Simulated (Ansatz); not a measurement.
## Response of SiC to small distortions

```yaml
crystal:
  lattice:
    - [0.00000, 2.17400, 2.17400]
    - [2.17400, 0.00000, 2.17400]
    - [2.17400, 2.17400, 0.00000]
  atoms:
    - { symbol: Si, position: [0.00000, 0.00000, 0.00000] }
    - { symbol: C, position: [0.75000, 0.75000, 0.75000] }
```

Atom numbers follow the list: Si1, C2.

The conventional cell has a = 4.348 Å, b = 4.348 Å, c = 4.348 Å, α = 90.00°, β = 90.00°, γ = 90.00°. Around Si (atom 1) lie 4 C at 1.88 Å. Around C (atom 2) lie 4 Si at 1.88 Å.

The cell is COD entry 1010995, as deposited and not checked against the literature; nothing was relaxed. It is an old determination, and later ones may differ.

These are results of Ansatz 0.2.0, DFT, PBE, all-electron LAPW, scalar-relativistic, not measurements.

Settings: a Γ-centred 16×16×16 k mesh, Fermi–Dirac smearing of 0.05 eV, basis error target 0.25 meV/atom, no spin polarisation.

The unchanged cell is at 4.85 GPa, so energy changes include a term −P ΔV where the volume moves.

Semilocal functionals give too small gaps.

x, y and z are the Cartesian axes of the cell as listed; fractional coordinates follow a strain, and an engineering shear is twice the off-diagonal strain component.

(1) One change gave: energy change +52 meV/atom; stress change (xx, yy, zz, yz, xz, xy) 18.51, 18.51, 10.10, 0.00, 0.00, 0.00 GPa, compression positive; gap on the k mesh 1.35 → 1.13 eV. Which change was it?
A. atom 1 (Si) moved by (0.0566, 0.0566, 0.0000) Å
B. x and y strained by -3 %, z held
C. x and y strained by -2 %, z held

## Answers

(1) B. For x and y strained by -2 %, z held: energy change +27 meV/atom; stress change (xx, yy, zz, yz, xz, xy) 11.86, 11.86, 6.41, 0.00, 0.00, 0.00 GPa, compression positive; gap on the k mesh 1.35 → 1.20 eV. For atom 1 (Si) moved by (0.0566, 0.0566, 0.0000) Å: energy change +31 meV/atom; stress change (xx, yy, zz, yz, xz, xy) 0.56, 0.56, 1.19, -3.90, -3.90, 0.97 GPa, compression positive; change of the force on Si1 (-1.108, -1.108, 0.226) eV/Å; gap on the k mesh 1.35 → 0.97 eV.
